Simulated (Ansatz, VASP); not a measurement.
## SiC2 in VASP and in Ansatz

```
Si C
1.0
     1.23537   -2.13972    0.00000
    -3.70610   -2.13972    0.00000
     0.00000    0.00000   -9.02103
Si C
2 4
Direct
  0.00000 0.00000 0.00000
  0.50000 0.50000 0.00000
  0.50000 0.83333 0.50000
  0.00000 0.33333 0.50000
  0.00000 0.66667 0.50000
  0.50000 0.16667 0.50000
```

Alike in both runs: task single point; functional PBE; k mesh 8 × 6 × 4; occupations gaussian, width 0.2 eV; no spin polarisation.

|  | VASP | Ansatz |
| --- | --- | --- |
| version | VASP 6.6.1 | Ansatz 0.2.0 |
| potentials or method | VASP PAW PBE potentials, release 64 (Si, C) | scalar-relativistic, plane waves, PAW |
| plane-wave cutoff (eV) | 520 | 420 |
| valence electrons in the cell | 24 | 24 |

```csv
,VASP,Ansatz,Ansatz less VASP
gap on the k mesh at the Fermi level (eV),none,none,-
pressure (GPa),-0.8,-0.9,-0.13
largest component of the traceless stress (GPa),0.76,0.94,+0.175
rms of the force components (eV/Å),0.031,0.031,+0.0001
```

Atom by atom the forces differ by 0.000 eV/Å (rms over components). A gap of «none» marks a metal or a gap that the smearing closes. With one functional, cell and mesh, what is left measures potentials, basis and numerics.

Caveats: this functional lacks dispersion, which binds the layers, so the pressure and a relaxed spacing across them are unreliable.
